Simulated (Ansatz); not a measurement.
# Resistance of the fcc Cu(111) / fcc Pt(111) interface, part 2 of 3

How much resistance does one fcc Cu(111) / fcc Pt(111) interface add to a current across the layers? Experiment: current-perpendicular-to-plane resistances of sputtered multilayers at 4.2 K give 2AR = 1.5 ± 0.1 fΩ m² (J. Bass, CPP magnetoresistance of magnetic multilayers: a critical review, arXiv:1511.07387 (2015), Table 10). Those interfaces are textured, rough and intermixed over some layers.

Ansatz 0.2.0; Ansatz plane-wave DFT, PBE, PAW files; ballistic transport by layer matching (Landauer), zero bias (the session's first sound run).

So far, transmission per spin nearest the Fermi level: step 2 (transmission: PBE) 0.639.

**4. Transmission: PBE, coarse mesh, least span asked of the mesh across the current 40 Å**

The same cell on a mesh a third as fine shows what a quick run would give. To save time only the energies from -0.06 to 0.06 eV are solved. The mesh is 18×18 and the cutoff, the files' own for this level, 420 eV.

This step: Ansatz plane-wave DFT, PBE, PAW files; ballistic transport by layer matching (Landauer), zero bias (Ansatz 0.2.0).

File input.yaml:

```yaml
crystal:
  lattice:
    - [2.6646470521, 0.0, 0.0]
    - [-1.332323526, 2.3076520392, 0.0]
    - [0.0, 0.0, 39.3568880088]
  atoms:
    - { symbol: Cu, position: [0.0, 0.0, 0.025408513] }
    - { symbol: Cu, position: [0.3333333333, 0.6666666667, 0.0742085026] }
    - { symbol: Cu, position: [0.6666666667, 0.3333333333, 0.1230084922] }
    - { symbol: Cu, position: [0.0, 0.0, 0.1718084819] }
    - { symbol: Cu, position: [0.3333333333, 0.6666666667, 0.2206084715] }
    - { symbol: Cu, position: [0.6666666667, 0.3333333333, 0.2694084611] }
    - { symbol: Cu, position: [0.0, 0.0, 0.3182084507] }
    - { symbol: Cu, position: [0.3333333333, 0.6666666667, 0.3670084404] }
    - { symbol: Cu, position: [0.6666666667, 0.3333333333, 0.41580843] }
    - { symbol: Pt, position: [0.0, 0.0, 0.4713639855] }
    - { symbol: Pt, position: [0.3333333333, 0.6666666667, 0.533675107] }
    - { symbol: Pt, position: [0.6666666667, 0.3333333333, 0.5959862285] }
    - { symbol: Pt, position: [0.0, 0.0, 0.65829735] }
    - { symbol: Pt, position: [0.3333333333, 0.6666666667, 0.7206084715] }
    - { symbol: Pt, position: [0.6666666667, 0.3333333333, 0.782919593] }
    - { symbol: Pt, position: [0.0, 0.0, 0.8452307145] }
    - { symbol: Pt, position: [0.3333333333, 0.6666666667, 0.9075418359] }
    - { symbol: Pt, position: [0.6666666667, 0.3333333333, 0.9698529574] }
kpoints:
  mp_grid: { grid: [16, 16, 1] }
hamiltonian:
  xc: pbe
scf:
  occupations: { method: fermi_dirac, width: 0.1 }
output:
  transmission:
    leads: [[3, 4], [12, 13]]
    kmesh: [18, 18]
    e_range: [-0.06, 0.06]
    de: 0.04
  write_potential: true
  write_density: true
  volumetric_format: npy
```

Launch:

```sh
$ ansatz run input.yaml --threads 4 --pin off --max-ram 15360MiB --backend cpu --events-out ev --progress --plain --runs-dir out
```

Numbers of over 12 decimals in the logs are rounded to 6 here.

Log:

```text
[...]
Crystal: 18 atoms, lattice volume = 242.009 Å³
Basis set: ecut = 420 eV, 4817 PW (Γ)
Bands: 200, of which v1, the nominal top of the filled ones, is band 167 counted from 1 (166 counted from 0)
Symmetry: 12 space group operations
[...]
k-points: 30 of 256
[...]
SCF iter   1: F=—  HF=-172333.074409 eV  |F-HF|=—  |Δ(HF+E_count)|=         —  Δρ=1.02e-2  dr2=4.15e0  ethr=1.77e-3  ⟨swp⟩=5.1  Hψ=19358  notcnv=0  defer=367
[...]
SCF iter  12: F=-172333.020534 eV  HF=-172333.020534 eV  |F-HF|=4.61e-8  |Δ(HF+E_count)|=   9.34e-9  Δρ=1.76e-6  dr2=4.61e-8  ethr=3.00e-11  ⟨swp⟩=1.3  Hψ=13254  notcnv=0
SCF 1 converged in 12 iterations: F = -172333.020534 eV  dr2 = 4.61e-8
[...]
transmission: 130 of 1258 steps passed
transmission: 258 of 1258 steps passed
[...]
transmission: 1258 of 1258 steps passed
SCF converged after 12 iterations
Free energy (F): -172333.020534 eV
[...]
Internal energy: -172332.546603 eV  (E = F + TS)
E sigma→0 (E₀):  -172332.783569 eV
Entropy (-TS):   -0.473931 eV (-26.330 meV/atom)
Fermi energy:    20.467112 eV
[...]
--- Band table (eV; the first three rows and the last of 30) ---
  k-point 0: bands = [... 163 lower, 19.1964, 19.2914, 19.2914, 19.4321, 19.4321, 19.4952, 19.6192, 19.6192, ... 29 higher]
  k-point 1: bands = [... 163 lower, 19.1304, 19.2079, 19.2568, 19.4144, 19.4456, 19.5082, 19.6101, 19.8039, ... 29 higher]
  k-point 2: bands = [... 163 lower, 19.0284, 19.1509, 19.2590, 19.3487, 19.5705, 19.5915, 19.7399, 19.8101, ... 29 higher]
  k-point 29: bands = [... 163 lower, 22.1898, 22.6020, 23.0819, 23.3693, 23.4685, 23.6432, 23.8227, 24.2323, ... 29 higher]
--- Transmission ---
  basis      : 55 plane waves across, 34 finite elements along
  points     : 37, standing for a mesh of 18 x 18
[...]
channels       : 8.456790e-1 a spin
    conductance    : none, the energies end too early or step too widely for 300 K: set another output.transmission.e_range or a lower de, or, where they end at an eighth of basis.ecutwfc, a higher one
    slowest decay  : 0.1116 /Å at (0.3889, 0.1667)
[...]
channels       : 1.055556e0 a spin
[...]
slowest decay  : 0.0800 /Å at (0.3333, 0.2778)
  junction   : crystal 0 to crystal 1, 8.94 to 26.44 Å
    transmission   : 6.098771e-1 a spin
[...]
```

Wall time 40 s (4 threads of Arm Neoverse V1, shared host); peak memory 1.8 GiB.

The run finished; it serves as a test, and its numbers are not taken as the result.

**5. Resistance: PBE, coarse mesh**

This step: Ansatz plane-wave DFT, PBE, PAW files; ballistic transport by layer matching (Landauer), zero bias; specific resistance of one interface, 1/T less the mean of the leads' 1/N (Ansatz 0.2.0).

This step gave:

```
area resistance                                           : 0.4938 fΩ m²
T over the leads' mean channel count                      : 0.6135
twice the interface resistance (2AR, or 2AR* for magnets) : 0.9877 fΩ m²
```

Twice the interface resistance is 0.988 fΩ m² here, against 0.864 in the first run; 61.4 % of the two leads' mean channel count pass, 64.8 % before.

**6. Transmission: LDA**

The functional changes to LDA at the same atoms, which shifts d bands against the Fermi level. To save time only the energies from -0.06 to 0.06 eV are solved. The mesh is 54×54 and the cutoff, the files' own for this level, 420 eV.

This step: Ansatz plane-wave DFT, LDA, PAW files; ballistic transport by layer matching (Landauer), zero bias (Ansatz 0.2.0).

input.yaml, as its differences from that of step 4:

```diff
@@ -27,3 +27,3 @@
 hamiltonian:
-  xc: pbe
+  xc: lda
 scf:
@@ -33,3 +33,3 @@
     leads: [[3, 4], [12, 13]]
-    kmesh: [18, 18]
+    kmesh: [54, 54]
     e_range: [-0.06, 0.06]
```

Log:

```text
[...]
Crystal: 18 atoms, lattice volume = 242.009 Å³
Basis set: ecut = 420 eV, 4817 PW (Γ)
Bands: 200, of which v1, the nominal top of the filled ones, is band 167 counted from 1 (166 counted from 0)
Symmetry: 12 space group operations
[...]
k-points: 30 of 256
[...]
SCF iter   1: F=—  HF=-169205.764289 eV  |F-HF|=—  |Δ(HF+E_count)|=         —  Δρ=1.71e-2  dr2=5.00e0  ethr=1.77e-3  ⟨swp⟩=5.1  Hψ=19502  notcnv=0  defer=358
[...]
SCF iter  12: F=-169205.628586 eV  HF=-169205.628586 eV  |F-HF|=6.51e-8  |Δ(HF+E_count)|=   1.28e-8  Δρ=1.75e-6  dr2=6.71e-8  ethr=3.00e-11  ⟨swp⟩=7.7  Hψ=19553  notcnv=0
SCF 1 converged in 12 iterations: F = -169205.628586 eV  dr2 = 6.71e-8
[...]
transmission: 922 of 9214 steps passed
transmission: 1850 of 9214 steps passed
[...]
transmission: 9214 of 9214 steps passed
SCF converged after 12 iterations
Free energy (F): -169205.628586 eV
[...]
Internal energy: -169205.148862 eV  (E = F + TS)
E sigma→0 (E₀):  -169205.388724 eV
Entropy (-TS):   -0.479724 eV (-26.651 meV/atom)
Fermi energy:    20.062403 eV
[...]
--- Band table (eV; the first three rows and the last of 30) ---
  k-point 0: bands = [... 163 lower, 18.8078, 18.9031, 18.9031, 19.0443, 19.0443, 19.0944, 19.2324, 19.2324, ... 29 higher]
  k-point 1: bands = [... 163 lower, 18.7407, 18.8175, 18.8677, 19.0262, 19.0541, 19.1128, 19.2231, 19.4106, ... 29 higher]
  k-point 2: bands = [... 163 lower, 18.6273, 18.7589, 18.8576, 18.9588, 19.1827, 19.1874, 19.3415, 19.4241, ... 29 higher]
  k-point 29: bands = [... 163 lower, 21.7825, 22.2009, 22.6885, 22.9674, 23.0571, 23.2363, 23.4146, 23.8066, ... 29 higher]
--- Transmission ---
  basis      : 55 plane waves across, 34 finite elements along
  points     : 271, standing for a mesh of 54 x 54
[...]
channels       : 8.799726e-1 a spin
[...]
slowest decay  : 0.1248 /Å at (0.3889, 0.1667)
[...]
channels       : 1.082305e0 a spin
[...]
slowest decay  : 0.0363 /Å at (0.2037, 0.1667)
  junction   : crystal 0 to crystal 1, 8.94 to 26.44 Å
    transmission   : 6.389637e-1 a spin
[...]
```

The job ended after 69 s (4 threads; peak memory 1.8 GiB; 4.4 min of CPU time).

This step gave:

- free energy: -169205.6286 eV
- energy at zero smearing: -169205.3887 eV
- Fermi energy: 20.06 eV
- step of the lead's potential: 1.7 meV
- step of the upper lead's potential: 2.3 meV

Per spin. The transmission, zone mean by energy, zero at the Fermi level:

| energy (eV) | transmission, zone mean |
| --- | --- |
| -0.0600 | 0.649 |
| -0.0200 | 0.639 |
| 0.0200 | 0.634 |
| 0.0600 | 0.621 |

Over the solved energies the transmission per spin lies between 0.621 and 0.649, out of 0.886 channels of the lead on average (up to 0.907).

**7. Resistance: LDA**

This step: Ansatz plane-wave DFT, LDA, PAW files; ballistic transport by layer matching (Landauer), zero bias; specific resistance of one interface, 1/T less the mean of the leads' 1/N (Ansatz 0.2.0).

Numbers from this step:

```
area resistance                                           : 0.4398 fΩ m²
T over the leads' mean channel count                      : 0.6400
twice the interface resistance (2AR, or 2AR* for magnets) : 0.8795 fΩ m²
```

Twice the interface resistance is 0.880 fΩ m² here, against 0.864 in the first run; 64.0 % of the two leads' mean channel count pass, 64.8 % before.

**8. Transmission: r2SCAN, cutoff 500 eV**

The same with r2SCAN, the dearer rung. To save time only the energies from -0.06 to 0.06 eV are solved. The mesh is 54×54 and the cutoff, the files' own for this level, 500 eV.

This step: Ansatz plane-wave DFT, r2SCAN, PAW files; ballistic transport by layer matching (Landauer), zero bias (Ansatz 0.2.0).

input.yaml, as its differences from that of step 6:

```diff
@@ -27,3 +27,3 @@
 hamiltonian:
-  xc: lda
+  xc: r2scan
 scf:
```

Total energies of two functionals don't compare. The cutoff isn't typed and follows the default for these files.

Log:

```text
[...]
Crystal: 18 atoms, lattice volume = 242.009 Å³
Basis set: ecut = 500 eV, 6095 PW (Γ), exchange–correlation on 80×80×1152 points (64 copies of the dense FFT grid, shifted against one another)
Bands: 200, of which v1, the nominal top of the filled ones, is band 167 counted from 1 (166 counted from 0)
Symmetry: 12 space group operations
[...]
k-points: 30 of 256
[...]
SCF iter   1: F=—  HF=-172511.996256 eV  |F-HF|=—  |Δ(HF+E_count)|=         —  Δρ=3.13e-2  dr2=4.59e0  dr2_τ=1.50e-1  ethr=1.77e-3  ⟨swp⟩=5.1  Hψ=19785  notcnv=0  defer=346
[...]
SCF iter  17: F=-172511.791516 eV  HF=-172511.791516 eV  |F-HF|=7.65e-8  |Δ(HF+E_count)|=   5.51e-8  Δρ=3.13e-6  dr2=9.91e-8  dr2_τ=3.02e-9  ethr=3.00e-11  ⟨swp⟩=7.5  Hψ=24173  notcnv=0
SCF 1 converged in 17 iterations: F = -172511.791516 eV  dr2 = 9.91e-8
[...]
transmission: 956 of 9485 steps passed
transmission: 1904 of 9485 steps passed
[...]
transmission: 9485 of 9485 steps passed
SCF converged after 17 iterations
Free energy (F): -172511.791516 eV
[...]
Internal energy: -172511.350854 eV  (E = F + TS)
E sigma→0 (E₀):  -172511.571185 eV
Entropy (-TS):   -0.440661 eV (-24.481 meV/atom)
Fermi energy:    20.226659 eV
[...]
--- Band table (eV; the first three rows and the last of 30) ---
  k-point 0: bands = [... 163 lower, 18.9079, 18.9503, 18.9503, 19.0978, 19.0978, 19.2916, 19.2924, 19.2924, ... 29 higher]
  k-point 1: bands = [... 163 lower, 18.7841, 18.8685, 18.9154, 19.0795, 19.1201, 19.2046, 19.2826, 19.5050, ... 29 higher]
  k-point 2: bands = [... 163 lower, 18.7046, 18.8104, 18.9336, 19.0134, 19.2418, 19.2969, 19.4443, 19.4898, ... 29 higher]
  k-point 29: bands = [... 163 lower, 22.0377, 22.4596, 22.9514, 23.2650, 23.3841, 23.5614, 23.7450, 24.2140, ... 29 higher]
--- Transmission ---
  basis      : 61 plane waves across, 35 finite elements along
  points     : 271, standing for a mesh of 54 x 54
[...]
channels       : 8.799726e-1 a spin
[...]
slowest decay  : 0.1023 /Å at (0.3889, 0.1667)
[...]
channels       : 1.042181e0 a spin
[...]
slowest decay  : 0.0336 /Å at (0.3704, 0.2407)
  junction   : crystal 0 to crystal 1, 8.94 to 26.44 Å
    transmission   : 6.233247e-1 a spin
[...]
```

Elapsed: 2.2 min, on 4 threads; peak memory 2.5 GiB.

Numbers from this step:

- free energy: -172511.7915 eV
- energy at zero smearing: -172511.5712 eV
- Fermi energy: 20.23 eV
- step of the lead's potential: 1.3 meV
- step of the upper lead's potential: 2.1 meV

Per spin. Table of transmission, zone mean by energy, zero at the Fermi level:

| energy (eV) | transmission, zone mean |
| --- | --- |
| -0.0600 | 0.637 |
| -0.0200 | 0.623 |
| 0.0200 | 0.621 |
| 0.0600 | 0.615 |

Over the solved energies the transmission per spin lies between 0.615 and 0.637, out of 0.888 channels of the lead on average (up to 0.909).

For the transmission per spin nearest the Fermi level, step 2 gave 0.639; this run, with r2SCAN and cutoff 500 eV, gives 0.623 (-3 %).

**9. Resistance: r2SCAN**

This step: Ansatz plane-wave DFT, r2SCAN, PAW files; ballistic transport by layer matching (Landauer), zero bias; specific resistance of one interface, 1/T less the mean of the leads' 1/N (Ansatz 0.2.0).

This step gave:

| Property | Result |
| --- | --- |
| area resistance | 0.4489 fΩ m² |
| T over the leads' mean channel count | 0.6422 |
| twice the interface resistance (2AR, or 2AR* for magnets) | 0.8979 fΩ m² |

Twice the interface resistance is 0.898 fΩ m² here, against 0.864 in the first run; 64.2 % of the two leads' mean channel count pass, 64.8 % before.

**10. Transmission: PBE on the lower metal's lattice, k-mesh 17×17×1, in plane spacing 2.5562 Å**

The common lattice is now the lower metal's own, which puts all the misfit on the upper one. To save time only the energies from -0.06 to 0.06 eV are solved. The mesh is 56×56 and the cutoff, the files' own for this level, 420 eV.

This step: Ansatz plane-wave DFT, PBE, PAW files; ballistic transport by layer matching (Landauer), zero bias (Ansatz 0.2.0).

The cell differs from the one that the last finished run ended in (a 2.665 → 2.556 Å, b 2.665 → 2.556 Å, c 39.357 → 42.768 Å).

File input.yaml:

```yaml
crystal:
  lattice:
    - [2.5561627297, 0.0, 0.0]
    - [-1.2780813649, 2.2137018601, 0.0]
    - [0.0, 0.0, 42.7684133775]
  atoms:
    - { symbol: Cu, position: [0.0, 0.0, 0.0233817418] }
    - { symbol: Cu, position: [0.3333333333, 0.6666666667, 0.0721817315] }
    - { symbol: Cu, position: [0.6666666667, 0.3333333333, 0.1209817211] }
    - { symbol: Cu, position: [0.0, 0.0, 0.1697817107] }
    - { symbol: Cu, position: [0.3333333333, 0.6666666667, 0.2185817003] }
    - { symbol: Cu, position: [0.6666666667, 0.3333333333, 0.26738169] }
    - { symbol: Cu, position: [0.0, 0.0, 0.3161816796] }
    - { symbol: Cu, position: [0.3333333333, 0.6666666667, 0.3649816692] }
    - { symbol: Cu, position: [0.6666666667, 0.3333333333, 0.4137816588] }
    - { symbol: Pt, position: [0.0, 0.0, 0.4693372144] }
    - { symbol: Pt, position: [0.3333333333, 0.6666666667, 0.5316483359] }
    - { symbol: Pt, position: [0.6666666667, 0.3333333333, 0.5939594574] }
    - { symbol: Pt, position: [0.0, 0.0, 0.6562705788] }
    - { symbol: Pt, position: [0.3333333333, 0.6666666667, 0.7185817003] }
    - { symbol: Pt, position: [0.6666666667, 0.3333333333, 0.7808928218] }
    - { symbol: Pt, position: [0.0, 0.0, 0.8432039433] }
    - { symbol: Pt, position: [0.3333333333, 0.6666666667, 0.9055150648] }
    - { symbol: Pt, position: [0.6666666667, 0.3333333333, 0.9678261863] }
kpoints:
  mp_grid: { grid: [17, 17, 1] }
hamiltonian:
  xc: pbe
scf:
  occupations: { method: fermi_dirac, width: 0.1 }
output:
  transmission:
    leads: [[3, 4], [12, 13]]
    kmesh: [56, 56]
    e_range: [-0.06, 0.06]
    de: 0.04
  write_potential: true
  write_density: true
  volumetric_format: npy
```

Log:

```text
[...]
Crystal: 18 atoms, lattice volume = 242.009 Å³
Basis set: ecut = 420 eV, 4817 PW (Γ)
Bands: 200, of which v1, the nominal top of the filled ones, is band 167 counted from 1 (166 counted from 0)
Symmetry: 12 space group operations
[...]
k-points: 33 of 289
[...]
SCF iter   1: F=—  HF=-172330.571102 eV  |F-HF|=—  |Δ(HF+E_count)|=         —  Δρ=1.50e-2  dr2=2.58e1  ethr=1.77e-3  ⟨swp⟩=5.0  Hψ=22140  notcnv=0  defer=379
[...]
SCF iter  11: F=-172330.442315 eV  HF=-172330.442315 eV  |F-HF|=4.83e-8  |Δ(HF+E_count)|=   4.28e-8  Δρ=3.53e-6  dr2=3.98e-8  ethr=3.00e-11  ⟨swp⟩=7.7  Hψ=26379  notcnv=0
SCF 1 converged in 11 iterations: F = -172330.442315 eV  dr2 = 3.98e-8
[...]
transmission: 1046 of 10440 steps passed
transmission: 2088 of 10440 steps passed
[...]
transmission: 10440 of 10440 steps passed
SCF converged after 11 iterations
Free energy (F): -172330.442315 eV
[...]
Internal energy: -172329.995941 eV  (E = F + TS)
E sigma→0 (E₀):  -172330.219128 eV
Entropy (-TS):   -0.446374 eV (-24.799 meV/atom)
Fermi energy:    20.425853 eV
[...]
--- Band table (eV; the first three rows and the last of 33) ---
  k-point 0: bands = [... 163 lower, 19.7826, 19.8249, 19.8249, 19.8908, 19.8908, 19.9777, 19.9777, 20.0863, ... 29 higher]
  k-point 1: bands = [... 163 lower, 19.6559, 19.7115, 19.7483, 19.7626, 19.8400, 19.8882, 19.9383, 20.0432, ... 29 higher]
  k-point 2: bands = [... 163 lower, 19.5314, 19.5779, 19.6000, 19.6395, 19.7014, 19.8254, 19.9678, 19.9784, ... 29 higher]
  k-point 32: bands = [... 163 lower, 23.1435, 23.2338, 23.3699, 23.6148, 23.9076, 24.2379, 24.5628, 24.9178, ... 29 higher]
--- Transmission ---
  basis      : 55 plane waves across, 36 finite elements along
  points     : 290, standing for a mesh of 56 x 56
[...]
channels       : 8.007015e-1 a spin
[...]
slowest decay  : 0.0218 /Å at (0.0714, 0.0357)
[...]
channels       : 9.945791e-1 a spin
[...]
slowest decay  : 0.0171 /Å at (0.3036, 0.0536)
  junction   : crystal 0 to crystal 1, 9.69 to 28.70 Å
    transmission   : 5.607641e-1 a spin
[...]
```

Elapsed: 67 s, on 4 threads; peak memory 1.9 GiB; 4.2 min of CPU time.

This step gave:

- free energy: -172330.4423 eV
- energy at zero smearing: -172330.2191 eV
- Fermi energy: 20.43 eV
- cell area: 5.659 Å²
- step of the lead's potential: 7.9 meV
- step of the upper lead's potential: 1.4 meV

Per spin. The transmission, zone mean by energy, zero at the Fermi level:

| energy (eV) | transmission, zone mean |
| --- | --- |
| -0.0600 | 0.567 |
| -0.0200 | 0.561 |
| 0.0200 | 0.561 |
| 0.0600 | 0.556 |

Over the solved energies the transmission per spin lies between 0.556 and 0.567, out of 0.803 channels of the lead on average (up to 0.805).

**11. Resistance: PBE on the lower metal's lattice**

This step: Ansatz plane-wave DFT, PBE, PAW files; ballistic transport by layer matching (Landauer), zero bias; specific resistance of one interface, 1/T less the mean of the leads' 1/N (Ansatz 0.2.0).

This step gave:

* area resistance: 0.4761 fΩ m²
* T over the leads' mean channel count: 0.6277
* twice the interface resistance (2AR, or 2AR* for magnets): 0.9521 fΩ m²

Twice the interface resistance is 0.952 fΩ m² here, against 0.864 in the first run; 62.8 % of the two leads' mean channel count pass, 64.8 % before.

[end of part 2 of 3]

[Logs are printed without paths, hosts, clocks, repeated set-up lines and the standing remarks that a program may print on its own settings, such as how far it seeks lower states.]

[Hosts, paths, dates, database ids (printed as entryN), source tags and the programs' standing remarks are cut or masked in the printed files.]
